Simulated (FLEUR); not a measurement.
## HfO2 under changes of volume

One of the cells (11.152 Å³/atom); the others are scaled copies at fixed shape and fractional positions:

```xyz
3
Lattice="0.0000 2.5575 2.5575 2.5575 0.0000 2.5575 2.5575 2.5575 0.0000" Properties=species:S:1:pos:R:3 pbc="T T T"
Hf    0.0000    0.0000    0.0000
O     3.8363    3.8363    3.8363
O     1.2788    1.2788    1.2788
```

Measurements of this composition are mostly on another form, of space group No. 14.

| Quantity | Value |
| --- | --- |
| Program | FLEUR MaX-R8.1 (later development tree) |
| Functional | SCAN |
| Potentials or basis | all-electron |
| Basis | FLAPW |
| Kmax | 5 1/bohr |
| k mesh | 9 × 9 × 9 |
| Occupations | fermi-dirac, width 0.05 eV |
| Spin | no spin polarisation |

```tsv
volume (Å³/atom)	energy over the lowest point (meV/atom)	gap on the mesh (eV)
10.483	3.53	4.40
10.706	0.00	4.34
11.152	15.65	4.24
11.598	?	?
11.821	85.75	4.08
```

What does the run at 11.598 Å³/atom give?

Energy over the lowest point 57.13 meV/atom; gap on the mesh 4.13 eV.

Worked out: A Birch-Murnaghan fit of order 2 (a polynomial in V^(-2/3)) to the other rows has its minimum at 10.69 Å³/atom with B0 = V·E''(V) = 273 GPa. It gives 57.00 meV/atom at 11.598 Å³/atom, against the run's 57.13. A straight line through the other rows of the gap, of slope -2.64 eV per unit of ln V, gives 4.13 eV, against the run's 4.13.

Energies are extrapolated to zero smearing.

Caveats: the meta-GGA is that of a development version, with a GGA for the radial functions and cores and without core tails; spin-orbit coupling is left out, which moves the levels of the heavy elements; an odd mesh through Γ misses points on the zone boundary, where band edges often lie.
